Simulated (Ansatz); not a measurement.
**Rh (element-swapped structure): how the settings move a single-point run**

Question: which choices in the input matter for Rh (element-swapped structure)?

This is Rh in the hcp structure; at room conditions it is fcc.

Method: reference: DFT r2SCAN, plane waves, PAW, scalar-relativistic, no spin polarisation, in Ansatz 0.2.0.

**1. The structure to begin with**

It takes space group P6_3/mmc (No. 194, hexagonal). The conventional cell has a = 2.688 Å, b = 2.688 Å, c = 4.247 Å, α = 90.00°, β = 90.00°, γ = 120.00°. Around Rh (site symmetry -6m2) lie 12 Rh at 2.63 to 2.69 Å.

As a file:

```cif
data_structure
_symmetry_space_group_name_H-M 'P 1'
_symmetry_Int_Tables_number 1
_cell_length_a 2.6883
_cell_length_b 2.6883
_cell_length_c 4.2473
_cell_angle_alpha 90.000
_cell_angle_beta 90.000
_cell_angle_gamma 60.000
_cell_volume 26.58
loop_
_atom_site_label
_atom_site_type_symbol
_atom_site_fract_x
_atom_site_fract_y
_atom_site_fract_z
_atom_site_occupancy
Rh1 Rh 0.33333 0.33333 0.25000 1
Rh2 Rh 0.66667 0.66667 0.75000 1
```

**2. Reference**

File input.yaml:

```yaml
crystal:
  lattice:
    - [1.34415, 2.328136, 0.0]
    - [-1.34415, 2.328136, 0.0]
    - [0.0, 0.0, 4.247339]
  atoms:
    - { symbol: Rh, position: [0.33333, 0.33334, 0.25] }
    - { symbol: Rh, position: [0.66666, 0.66667, 0.75] }
  symmetry: { tolerance: 0.0003 }
kpoints:
  mp_grid: { grid: [8, 8, 4], shift: [0, 0, 0] }
magnetization:
  spin_polarized: false
scf:
  occupations: { method: fermi_dirac }
hamiltonian:
  pseudopotentials: { kind: paw }
  xc: r2scan
basis:
  ecutwfc: 500
output:
  forces: true
  stress: true
  eigenvalues: true
```

Launch:

```console
ansatz run input.yaml --threads 1 --pin off --max-ram 2560MiB --backend cpu --events-out ev --progress --plain --runs-dir out
```

The program printed, cut to the lines that bear on the results:

```text
Warning: the atoms were moved onto the symmetric positions of the space group found under crystal.symmetry.tolerance 3.0e-4 (fractional; no operation is sought that the atoms, as they stand in a round, miss by more than twice it, and no atom is moved by as much as it), and the run uses [...]
Warning: RAYON_NUM_THREADS=1 ignored (pool sized by the plan → 1); use --threads N
[...]
Pseudopotentials: kind: paw
Pseudopotential: Rh, paw, valence charge 17, recommended cutoff 500 eV (meta_gga), Rh.paw.azcp
Functional definition: r2SCAN
[...]
Crystal: 2 atoms, lattice volume = 26.583 Å³
Basis set: ecut = 500 eV, 687 PW (Γ), exchange–correlation on 80×80×128 points (64 copies of the dense FFT grid, shifted against one another)
Bands: 21, of which v1, the nominal top of the filled ones, is band 17 counted from 1 (16 counted from 0)
Symmetry: 24 space group operations
Space group: P63/mmc (ITA 194), of the structure as read, at distance tolerance 9.0e-4 Å
k-points: 30 of 256
[...]
SCF iter   1: F=—  HF=-12830.429340 eV  |F-HF|=—  |Δ(HF+E_count)|=         —  Δρ=1.08e-2  dr2=7.48e-3  dr2_τ=1.60e-2  ethr=1.77e-3  ⟨swp⟩=5.0  Hψ=2615  notcnv=0
[...]
SCF iter   7: F=-12830.455586 eV  HF=-12830.455586 eV  |F-HF|=3.14e-8  |Δ(HF+E_count)|=   1.88e-7  Δρ=1.51e-5  dr2=5.22e-8  dr2_τ=2.12e-9  ethr=2.94e-10  ⟨swp⟩=5.1  Hψ=2545  notcnv=0
[...]
SCF converged after 7 iterations
Free energy (F): -12830.455586 eV
[...]
E sigma→0 (E₀):  -12830.406127 eV
Entropy (-TS):   -0.098917 eV (-49.459 meV/atom)
Fermi energy:    23.309753 eV
[...]
--- Forces (eV/Å), atoms counted from 1 ---
  atom   1  Rh    -0.00000000    -0.00000000     0.00000000
  atom   2  Rh     0.00000000     0.00000000     0.00000000
[...]
--- Stress (GPa, compression-positive) ---
        9.594300       0.000000       0.000000
        0.000000       9.594300       0.000000
        0.000000       0.000000      15.074244
  P = ⅓ Tr σ = 11.4209 GPa (114.209 kbar)
--- Band table (eV; the first three rows and the last of 30) ---
  k-point 0: bands = ["-58.0327", "-57.8694", "-25.5619", "-24.7650", "-24.7650", "-24.6213", "-24.6213", "-24.6195", "14.7871", "16.5647", "19.9722", "19.9722", "20.1112", "20.5895", "20.5895", "21.0255", "21.0255", "23.4446", "23.4446", "24.4253", "33.1171"]
[...]
```

Run time: 2.2 s. Hardware: 1 thread, shared host; peak memory 0.32 GiB.

**3. Changing settings: symmetry.detect false, lower_state_search full, n_extra_bands 4, tolerance left out**

input.yaml, as its differences from that of step 2:

```diff
@@ -8,3 +8,3 @@
     - { symbol: Rh, position: [0.66666, 0.66667, 0.75] }
-  symmetry: { tolerance: 0.0003 }
+  symmetry: { detect: false }
 kpoints:
@@ -15,2 +15,4 @@
   occupations: { method: fermi_dirac }
+  lower_state_search: full
+  n_extra_bands: 4
 hamiltonian:
```

Launch:

```console
ansatz run input.yaml --threads 1 --pin off --max-ram 2560MiB --backend cpu --events-out ev --progress --plain --runs-dir out
```

The program printed, cut to the lines that bear on the results:

```text
Warning: RAYON_NUM_THREADS=1 ignored (pool sized by the plan → 1); use --threads N
scf.n_extra_bands = 4 over 17 filled bands (N_el = 34.0): the run solves 21 bands
the run goes by scf.lower_state_search full: where its kind and settings allow, a search for a lower-energy state can add stability tests and further SCF calculations, which can take many times as long as the SCF (see the manual's entry of the key); standard usually adds fewer, off none
[...]
Pseudopotentials: kind: paw
Pseudopotential: Rh, paw, valence charge 17, recommended cutoff 500 eV (meta_gga), Rh.paw.azcp
Functional definition: r2SCAN
[...]
Crystal: 2 atoms, lattice volume = 26.583 Å³
Basis set: ecut = 500 eV, 687 PW (Γ), exchange–correlation on 80×80×128 points (64 copies of the dense FFT grid, shifted against one another)
Bands: 21, of which v1, the nominal top of the filled ones, is band 17 counted from 1 (16 counted from 0)
Symmetry: 1 space group operations
k-points: 132 of 256 (time reversal used)
[...]
SCF iter   1: F=-12830.452767 eV  HF=-12830.429359 eV  |F-HF|=2.34e-2  |Δ(HF+E_count)|=         —  Δρ=1.08e-2  dr2=7.49e-3  dr2_τ=1.60e-2  ethr=1.77e-3  ⟨swp⟩=5.0  Hψ=12030  notcnv=0
[...]
SCF iter   8: F=-12830.455586 eV  HF=-12830.455586 eV  |F-HF|=2.74e-8  |Δ(HF+E_count)|=   2.33e-7  Δρ=1.48e-5  dr2=5.18e-8  dr2_τ=1.80e-9  ethr=2.94e-10  ⟨swp⟩=6.0  Hψ=11691  notcnv=0
[...]
SCF converged after 8 iterations
Free energy (F): -12830.455586 eV
[...]
E sigma→0 (E₀):  -12830.406127 eV
Entropy (-TS):   -0.098917 eV (-49.459 meV/atom)
Fermi energy:    23.309749 eV
[...]
--- Forces (eV/Å), atoms counted from 1 ---
  atom   1  Rh    -0.00000106    -0.00006876    -0.00001707
  atom   2  Rh    -0.00000069     0.00006886     0.00001693
[...]
--- Stress (GPa, compression-positive) ---
        9.594014      -0.000003      -0.000000
       -0.000003       9.594614       0.000004
       -0.000000       0.000004      15.074270
  P = ⅓ Tr σ = 11.4210 GPa (114.210 kbar)
--- Band table (eV; the first three rows and the last of 132) ---
[... band rows left out ...]
[...]
```

Wall time 53 s (1 thread of an Arm CPU, shared host); peak memory 0.43 GiB.

The changed input (use of symmetry and search for lower states) leaves the energy the same to the digits printed. Cost: 8 SCF cycles against 7.

**4. Changing settings: occupations.method gaussian, occupations.width 0.15**

input.yaml, as its differences from that of step 2:

```diff
@@ -14,3 +14,3 @@
 scf:
-  occupations: { method: fermi_dirac }
+  occupations: { method: gaussian, width: 0.15 }
 hamiltonian:
```

Launch:

```console
ansatz run input.yaml --threads 1 --pin off --max-ram 2560MiB --backend cpu --events-out ev --progress --plain --runs-dir out
```

The program printed, cut to the lines that bear on the results:

```text
Warning: the atoms were moved onto the symmetric positions of the space group found under crystal.symmetry.tolerance 3.0e-4 (fractional; no operation is sought that the atoms, as they stand in a round, miss by more than twice it, and no atom is moved by as much as it), and the run uses [...]
Warning: RAYON_NUM_THREADS=1 ignored (pool sized by the plan → 1); use --threads N
[...]
Pseudopotentials: kind: paw
Pseudopotential: Rh, paw, valence charge 17, recommended cutoff 500 eV (meta_gga), Rh.paw.azcp
Functional definition: r2SCAN
[...]
Crystal: 2 atoms, lattice volume = 26.583 Å³
Basis set: ecut = 500 eV, 687 PW (Γ), exchange–correlation on 80×80×128 points (64 copies of the dense FFT grid, shifted against one another)
Bands: 21, of which v1, the nominal top of the filled ones, is band 17 counted from 1 (16 counted from 0)
Symmetry: 24 space group operations
Space group: P63/mmc (ITA 194), of the structure as read, at distance tolerance 9.0e-4 Å
k-points: 30 of 256
[...]
SCF iter   1: F=—  HF=-12830.396478 eV  |F-HF|=—  |Δ(HF+E_count)|=         —  Δρ=1.09e-2  dr2=7.55e-3  dr2_τ=1.60e-2  ethr=1.77e-3  ⟨swp⟩=4.9  Hψ=2570  notcnv=0
[...]
SCF iter   7: F=-12830.422763 eV  HF=-12830.422763 eV  |F-HF|=3.52e-8  |Δ(HF+E_count)|=   1.69e-7  Δρ=1.62e-5  dr2=6.12e-8  dr2_τ=2.19e-9  ethr=2.94e-10  ⟨swp⟩=5.0  Hψ=2565  notcnv=0
[...]
SCF converged after 7 iterations
Free energy (F): -12830.422763 eV
[...]
E sigma→0 (E₀):  -12830.404730 eV
Entropy (-TS):   -0.036066 eV (-18.033 meV/atom)
Fermi energy:    23.315047 eV
[...]
--- Forces (eV/Å), atoms counted from 1 ---
  atom   1  Rh     0.00000000    -0.00000000     0.00000000
  atom   2  Rh     0.00000000     0.00000000     0.00000000
[...]
--- Stress (GPa, compression-positive) ---
        9.396247      -0.000000       0.000000
        0.000000       9.396247       0.000000
        0.000000       0.000000      14.525986
  P = ⅓ Tr σ = 11.1062 GPa (111.062 kbar)
--- Band table (eV; the first three rows and the last of 30) ---
  k-point 0: bands = ["-58.0356", "-57.8722", "-25.5684", "-24.7656", "-24.7656", "-24.6261", "-24.6219", "-24.6219", "14.7868", "16.5631", "19.9728", "19.9728", "20.1069", "20.5901", "20.5901", "21.0227", "21.0227", "23.4420", "23.4420", "24.4227", "33.1162"]
[...]
```

Run time: 2.2 s. Hardware: 1 thread, shared host; peak memory 0.32 GiB.

Changing the smearing moves the energy by +0.7 meV/atom (σ→0 values), and the pressure goes from 11.4 to 11.1 GPa.

**5. Variant: symmetry.detect false, tolerance left out**

input.yaml, as its differences from that of step 2:

```diff
@@ -8,3 +8,3 @@
     - { symbol: Rh, position: [0.66666, 0.66667, 0.75] }
-  symmetry: { tolerance: 0.0003 }
+  symmetry: { detect: false }
 kpoints:
```

Launch:

```console
ansatz run input.yaml --threads 1 --pin off --max-ram 2560MiB --backend cpu --events-out ev --progress --plain --runs-dir out
```

The program printed, cut to the lines that bear on the results:

```text
Warning: RAYON_NUM_THREADS=1 ignored (pool sized by the plan → 1); use --threads N
[...]
Pseudopotentials: kind: paw
Pseudopotential: Rh, paw, valence charge 17, recommended cutoff 500 eV (meta_gga), Rh.paw.azcp
Functional definition: r2SCAN
[...]
Crystal: 2 atoms, lattice volume = 26.583 Å³
Basis set: ecut = 500 eV, 687 PW (Γ), exchange–correlation on 80×80×128 points (64 copies of the dense FFT grid, shifted against one another)
Bands: 21, of which v1, the nominal top of the filled ones, is band 17 counted from 1 (16 counted from 0)
Symmetry: 1 space group operations
k-points: 132 of 256 (time reversal used)
[...]
SCF iter   1: F=—  HF=-12830.429359 eV  |F-HF|=—  |Δ(HF+E_count)|=         —  Δρ=1.08e-2  dr2=7.49e-3  dr2_τ=1.60e-2  ethr=1.77e-3  ⟨swp⟩=5.0  Hψ=11502  notcnv=0
[...]
SCF iter   8: F=-12830.455586 eV  HF=-12830.455586 eV  |F-HF|=2.74e-8  |Δ(HF+E_count)|=   2.33e-7  Δρ=1.48e-5  dr2=5.18e-8  dr2_τ=1.80e-9  ethr=2.94e-10  ⟨swp⟩=6.0  Hψ=11691  notcnv=0
[...]
SCF converged after 8 iterations
Free energy (F): -12830.455586 eV
[...]
E sigma→0 (E₀):  -12830.406127 eV
Entropy (-TS):   -0.098917 eV (-49.459 meV/atom)
Fermi energy:    23.309749 eV
[...]
--- Forces (eV/Å), atoms counted from 1 ---
  atom   1  Rh    -0.00000107    -0.00006876    -0.00001707
  atom   2  Rh    -0.00000069     0.00006886     0.00001693
[...]
--- Stress (GPa, compression-positive) ---
        9.594014      -0.000003      -0.000000
       -0.000003       9.594614       0.000004
       -0.000000       0.000004      15.074271
  P = ⅓ Tr σ = 11.4210 GPa (114.210 kbar)
--- Band table (eV; the first three rows and the last of 132) ---
  k-point 0: bands = ["-58.0327", "-57.8694", "-25.5619", "-24.7650", "-24.7650", "-24.6213", "-24.6213", "-24.6195", "14.7871", "16.5647", "19.9722", "19.9722", "20.1112", "20.5895", "20.5895", "21.0254", "21.0255", "23.4445", "23.4446", "24.4252", "33.1171"]
[...]
```

It took 15 s on 1 thread of an Arm CPU, shared host; peak memory 0.41 GiB.

With the changed use of symmetry the energy agrees within 0.5 meV/atom. Cost: 8 SCF cycles against 7.

**6. Variant: hubbard.sites [{species: Rh, l: d, u_eff: 1.0}], hubbard.double_counting fll**

input.yaml, as its differences from that of step 2:

```diff
@@ -18,2 +18,3 @@
   xc: r2scan
+  hubbard: { sites: [{ species: Rh, l: d, u_eff: 1.0 }], double_counting: fll }
 basis:
```

Launch:

```console
ansatz run input.yaml --threads 1 --pin off --max-ram 2560MiB --backend cpu --events-out ev --progress --plain --runs-dir out
```

The program printed, cut to the lines that bear on the results:

```text
Warning: the atoms were moved onto the symmetric positions of the space group found under crystal.symmetry.tolerance 3.0e-4 (fractional; no operation is sought that the atoms, as they stand in a round, miss by more than twice it, and no atom is moved by as much as it), and the run uses [...]
Warning: RAYON_NUM_THREADS=1 ignored (pool sized by the plan → 1); use --threads N
Rh: projections on atomic orbitals take those of the free atom [Ar 3d10] 4s2 4p6 4d8 5s1, of charge +0.00 (hamiltonian.pseudopotentials.projection_atoms); the dataset's partial waves leave at most 8.9e-6 of an orbital's norm unspanned inside its sphere
[...]
Pseudopotentials: kind: paw
Pseudopotential: Rh, paw, valence charge 17, recommended cutoff 500 eV (meta_gga), Rh.paw.azcp
Functional definition: r2SCAN
[...]
Crystal: 2 atoms, lattice volume = 26.583 Å³
Basis set: ecut = 500 eV, 687 PW (Γ), exchange–correlation on 80×80×128 points (64 copies of the dense FFT grid, shifted against one another)
Bands: 21, of which v1, the nominal top of the filled ones, is band 17 counted from 1 (16 counted from 0)
Symmetry: 24 space group operations
Space group: P63/mmc (ITA 194), of the structure as read, at distance tolerance 9.0e-4 Å
k-points: 30 of 256
[...]
SCF iter   1: F=—  HF=-12829.548436 eV  |F-HF|=—  |Δ(HF+E_count)|=         —  Δρ=9.64e-2  dr2=2.31e0  dr2_τ=5.83e-2  ethr=3.10e-3  ⟨swp⟩=4.5  Hψ=2495  notcnv=0
[...]
SCF iter   7: F=-12828.965259 eV  HF=-12828.965259 eV  |F-HF|=1.41e-9  |Δ(HF+E_count)|=   1.09e-7  Δρ=1.06e-5  dr2=1.29e-8  dr2_τ=4.62e-9  ethr=2.94e-10  ⟨swp⟩=5.6  Hψ=2839  notcnv=0
[...]
SCF converged after 7 iterations
Free energy (F): -12828.965259 eV
[...]
E sigma→0 (E₀):  -12828.916119 eV
Entropy (-TS):   -0.098280 eV (-49.140 meV/atom)
Fermi energy:    23.061638 eV
[...]
--- Forces (eV/Å), atoms counted from 1 ---
  atom   1  Rh    -0.00000000    -0.00000000     0.00000000
  atom   2  Rh    -0.00000000     0.00000000     0.00000000
[...]
--- Stress (GPa, compression-positive) ---
        9.069898      -0.000000       0.000000
       -0.000000       9.069898       0.000000
        0.000000       0.000000      14.672371
  P = ⅓ Tr σ = 10.9374 GPa (109.374 kbar)
--- Band table (eV; the first three rows and the last of 30) ---
[... band rows left out ...]
[...]
Occupation matrices written to <dir>
```

It took 3 s on 1 thread, shared host; peak memory 0.33 GiB.

Changing the Hubbard U moves the energy by +745.2 meV/atom, and the pressure goes from 11.4 to 10.9 GPa. The U term adds an energy of its own, so the shift says nothing about which run is better.

**7. Side by side**

| run | ending | energy change | pressure (GPa) | gap (eV) | force (eV/Å) | cycles | time |
| --- | --- | --- | --- | --- | --- | --- | --- |
| reference | converged | 0 | 11.4 | 0.00 | 0.00 | 7 | 2.2 s |
| 1: symmetry.detect false, lower_state_search full, n_extra_bands 4, tolerance left out | converged | 0.0 meV/atom | 11.4 | 0.00 | 0.00 | 8 | 53 s |
| 2: occupations.method gaussian, occupations.width 0.15 | converged | +0.7 meV/atom (σ→0) | 11.1 | 0.00 | 0.00 | 7 | 2.2 s |
| 3: symmetry.detect false, tolerance left out | converged | 0.0 meV/atom | 11.4 | 0.00 | 0.00 | 8 | 15 s |
| 4: hubbard.sites [{species: Rh, l: d, u_eff: 1.0}], hubbard.double_counting fll | converged | +745.2 meV/atom (U changed: no physical gain or loss) | 10.9 | 0.00 | 0.00 | 7 | 3 s |

Residual by cycle in the longest SCF loop of each run; runs are numbered as in the table. The quantity is the density residual dr2, in eV.

| cycle | reference | run 1 | run 2 | run 3 | run 4 |
| --- | --- | --- | --- | --- | --- |
| 1 | 0.00748 | 0.00749 | 0.00755 | 0.00749 | 2.31 |
| 2 | 0.00368 | 0.00368 | 0.00367 | 0.00368 | 0.323 |
| 3 | 0.00183 | 0.00182 | 0.00185 | 0.00182 | 0.00895 |
| 4 | 3.4e-5 | 6.5e-5 | 3.3e-5 | 6.5e-5 | 0.00266 |
| 5 | 2.9e-6 | 0.00102 | 2.9e-6 | 0.00102 | 4.4e-5 |
| 6 | 1.5e-7 | 7.8e-6 | 1.7e-7 | 7.8e-6 | 4.3e-7 |
| 7 | 5.2e-8 | 1.5e-7 | 6.1e-8 | 1.5e-7 | 1.3e-8 |
| 8 | - | 5.2e-8 | - | 5.2e-8 | - |

A changed U is a change of model: its shifts are not errors of convergence.

The reference has limits of its own: it is run without spin, though an odd electron count or open d shells could carry moments; its mesh is coarse for a cell with so small a gap or none; the structure is made up and not relaxed.
